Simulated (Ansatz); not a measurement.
The cell is MgO in the NiAs-type structure; cell and atoms were relaxed with r2SCAN. It is hexagonal, P6_3/mmc (No. 194); a = 2.923 Å, c = 5.092 Å in the conventional setting, 9.42 Å³ an atom. Mg has 6 O at 2.11 Å; O has 6 Mg at 2.11 Å.

```cif
data_structure
_symmetry_space_group_name_H-M 'P6_3/mmc'
_symmetry_Int_Tables_number 194
_cell_length_a 2.9231
_cell_length_b 2.9231
_cell_length_c 5.0921
_cell_angle_alpha 90.000
_cell_angle_beta 90.000
_cell_angle_gamma 120.000
_cell_volume 37.68
loop_
_atom_site_label
_atom_site_type_symbol
_atom_site_symmetry_multiplicity
_atom_site_Wyckoff_symbol
_atom_site_fract_x
_atom_site_fract_y
_atom_site_fract_z
_atom_site_occupancy
Mg1 Mg 2 a 0.00000 0.00000 0.00000 1
O1 O 2 c 0.33333 0.66667 0.25000 1
```

5 runs of the PAW code Ansatz on this cell differ in the functional (and in the settings that go with it). Levels are in eV from each run's valence top; v1 is the last filled band, c1 the first empty one.

Run A, mean stress +5.7 GPa (compression positive):
```
point     v4     v3     v2     v1     c1     c2
    Γ  -0.52  -0.50   0.00   0.00   4.47   8.15
    M  -2.64  -1.59  -1.23  -0.72   8.49   9.61
    K  -2.92  -2.26  -2.00  -2.00  10.55  10.55
    A  -0.27  -0.27  -0.27  -0.27   6.91   6.91
    L  -1.53  -1.53  -0.98  -0.98   8.71   8.71
    H  -2.99  -2.99  -1.14  -1.14   9.75   9.75
```

Run B, mean stress -0.3 GPa (compression positive):
```
point     v4     v3     v2     v1     c1     c2
    Γ  -0.57  -0.50   0.00   0.00   6.94  10.71
    M  -2.82  -1.67  -1.35  -0.79  11.09  12.16
    K  -3.15  -2.46  -2.13  -2.13  13.28  13.28
    A  -0.30  -0.30  -0.30  -0.30   9.51   9.51
    L  -1.63  -1.63  -1.08  -1.08  11.33  11.33
    H  -3.22  -3.22  -1.22  -1.22  12.36  12.36
```

Run C, mean stress 0.0 GPa (compression positive):
```
point     v4     v3     v2     v1     c1     c2
    Γ  -0.54  -0.51   0.00   0.00   5.34   9.08
    M  -2.66  -1.60  -1.26  -0.75   9.40  10.57
    K  -2.94  -2.28  -2.02  -2.02  11.52  11.52
    A  -0.28  -0.28  -0.28  -0.28   7.82   7.82
    L  -1.56  -1.56  -1.01  -1.01   9.68   9.68
    H  -2.99  -2.99  -1.18  -1.18  10.68  10.68
```

Run D, mean stress -4.9 GPa (compression positive):
```
point     v4     v3     v2     v1     c1     c2
    Γ  -0.53  -0.51   0.00   0.00   4.37   7.98
    M  -2.68  -1.62  -1.25  -0.73   8.30   9.36
    K  -2.98  -2.30  -2.03  -2.03  10.35  10.35
    A  -0.27  -0.27  -0.27  -0.27   6.79   6.79
    L  -1.55  -1.55  -1.00  -1.00   8.49   8.49
    H  -3.05  -3.05  -1.16  -1.16   9.51   9.51
```

Run E, mean stress -1.7 GPa (compression positive):
```
point     v4     v3     v2     v1     c1     c2
    Γ  -0.59  -0.50   0.00   0.00   7.57  11.36
    M  -2.86  -1.69  -1.38  -0.81  11.74  12.80
    K  -3.20  -2.50  -2.16  -2.16  13.96  13.96
    A  -0.30  -0.30  -0.30  -0.30  10.17  10.17
    L  -1.65  -1.65  -1.11  -1.11  11.99  11.99
    H  -3.28  -3.28  -1.24  -1.24  13.01  13.01
```

Task: Match the runs to LDA, PBE, r2SCAN, DDH-PBE0, PBE0.

Result: A is PBE, B is PBE0, C is r2SCAN, D is LDA, E is DDH-PBE0. In order of the gap: LDA 4.37, PBE 4.47, r2SCAN 5.34, PBE0 6.94, DDH-PBE0 7.57 eV.

No spin polarisation and no zero-point or thermal motion; the cell was built from a prototype and may be hypothetical.

The stress of a hybrid is loosely converged in these runs.

The meshes of the hybrids are coarse, so their gaps aren't converged to the digits shown.
